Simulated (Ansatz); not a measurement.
# AlNi3: single point with PBE

The system is AlNi3.

```xyz
4
Lattice="3.5231 0.0000 0.0000 0.0000 3.5231 0.0000 0.0000 0.0000 3.5231" Properties=species:S:1:pos:R:3 pbc="T T T"
Ni    1.7615    1.7615    0.0000
Ni    1.7615    0.0000    1.7615
Ni    0.0000    1.7615    1.7615
Al    0.0000    0.0000    0.0000
```

The cell is a database's computed one.

| Property | Result |
| --- | --- |
| Program | Ansatz 0.2.0 |
| Task | single point |
| Functional | PBE |
| Potentials or basis | Ansatz PAW |
| Cutoff | 420 eV (not typed: the program's choice for these potentials) |
| k mesh | 8 × 8 × 8 |
| Occupations | gaussian, width 0.025 eV |
| Spin | collinear spin, ferromagnetic start |
| Starting moments | [1.0, 1.0, 1.0, 0.0] μB |

| Item | Value |
| --- | --- |
| Pressure | 7.4 GPa |
| Band gap on the k mesh | none (metal or under the smearing width) |
| Net moment | 0.82 μB per cell |
| Absolute moment | 1.00 μB per cell |
| Site moments | Ni +0.30; Al -0.02 μB |

Levels at points of the mesh, in eV from the Fermi level:
Spin up:
```csv
k point,band 26,band 27,band 28,band 29,band 30,band 31,band 32,band 33
"(0.00, 0.00, 0.00)",-0.10,-0.10,-0.10,0.84,0.84,0.84,6.68,6.68
"(0.00, 0.00, -0.50)",-1.23,-1.10,-0.53,-0.10,5.63,5.63,5.64,5.64
"(0.00, -0.50, -0.50)",-1.26,-1.05,-1.00,-0.61,0.86,0.86,8.26,8.26
"(-0.50, -0.50, -0.50)",-1.11,-1.11,-0.30,-0.27,-0.27,-0.27,3.59,4.12
```
Spin down:
| k point | band 24 | band 25 | band 26 | band 27 | band 28 | band 29 | band 30 | band 31 | band 32 | band 33 |
| --- | --- | --- | --- | --- | --- | --- | --- | --- | --- | --- |
| (0.00, 0.00, 0.00) | -0.39 | 0.05 | 0.40 | 0.40 | 0.40 | 0.80 | 0.80 | 0.80 | 6.79 | 6.79 |
| (0.00, 0.00, -0.50) | -1.06 | -0.94 | -0.94 | -0.83 | -0.31 | 0.40 | 5.69 | 5.69 | 5.71 | 5.71 |
| (0.00, -0.50, -0.50) | -1.16 | -1.16 | -1.13 | -0.79 | -0.58 | -0.45 | 1.19 | 1.19 | 8.32 | 8.32 |
| (-0.50, -0.50, -0.50) | -1.19 | -1.19 | -0.90 | -0.90 | -0.31 | 0.15 | 0.15 | 0.15 | 3.70 | 4.36 |

Wall time 3.7 s on 2 threads of Intel(R) Xeon(R) 6975P-C (Granite Rapids), with other jobs on the host, peak memory 0.47 GiB.
